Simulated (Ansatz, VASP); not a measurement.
## Hf in VASP and in Ansatz

INCAR

```
ALGO = Normal ; EDIFF = 1E-7
ENCUT = 520 ; ISIF = 2
ISMEAR = -1 ; LASPH = T
LCHARG = F ; LREAL = F
LWAVE = F ; NBANDS = 11
NELM = 100 ; PREC = Accurate
SIGMA = 0.05
```

Contents of KPOINTS:

```
k-points
0
Gamma
  10 10 10
```

Contents of POSCAR:

```
Hf
1.0
    0.0000000000      2.2200000000      2.2200000000
    2.2200000000      0.0000000000      2.2200000000
    2.2200000000      2.2200000000      0.0000000000
Hf
1
Direct
    0.0000000000      0.0000000000      0.0000000000
```

The input input.yaml:

```yaml
crystal:
  lattice:
    - [0.0, 2.22, 2.22]
    - [2.22, 0.0, 2.22]
    - [2.22, 2.22, 0.0]
  atoms:
    - { symbol: Hf, position: [0.0, 0.0, 0.0] }
kpoints:
  mp_grid: { grid: [10, 10, 10] }
  band_path:
    path:
      - [0.0, 0.0, 0.0]
      - [0.5, 0.0, 0.5]
      - [0.5, 0.25, 0.75]
      - [0.375, 0.375, 0.75]
      - [0.0, 0.0, 0.0]
      - [0.5, 0.5, 0.5]
      - [0.625, 0.25, 0.625]
      - [0.5, 0.25, 0.75]
    npoints: 10
scf:
  occupations: { method: fermi_dirac, width: 0.05 }
hamiltonian:
  xc: lda
  pseudopotentials: { kind: all_electron, lapw: { basis_error: 0.001 } }
output:
  forces: true
  stress: true
  eigenvalues: true
```

Alike in both runs: functional LDA; k mesh 10 × 10 × 10; occupations fermi-dirac, width 0.05 eV; no spin polarisation.

|  | VASP | Ansatz |
| --- | --- | --- |
| version | VASP 6.6.1 | Ansatz 0.2.0 |
| potentials or method | VASP PAW LDA potentials, release 64 (Hf_pv) | all-electron LAPW, scalar-relativistic |
| plane-wave cutoff (eV) | 520 | see its input |
| task | single point | band structure |

```csv
,VASP,Ansatz,Ansatz less VASP
gap on the k mesh at the Fermi level (eV),none,none,-
pressure (GPa),-5.7,-5.7,+0.01
```

A gap of «none» marks a metal or a gap that the smearing closes. Ansatz ran all-electron here, so the differences hold the error of VASP's frozen core and of both bases.

Caveats: spin-orbit coupling is left out, which moves the levels of the heavy elements (Ansatz). The runs have no spin-orbit coupling, so splittings on Hf are missing.
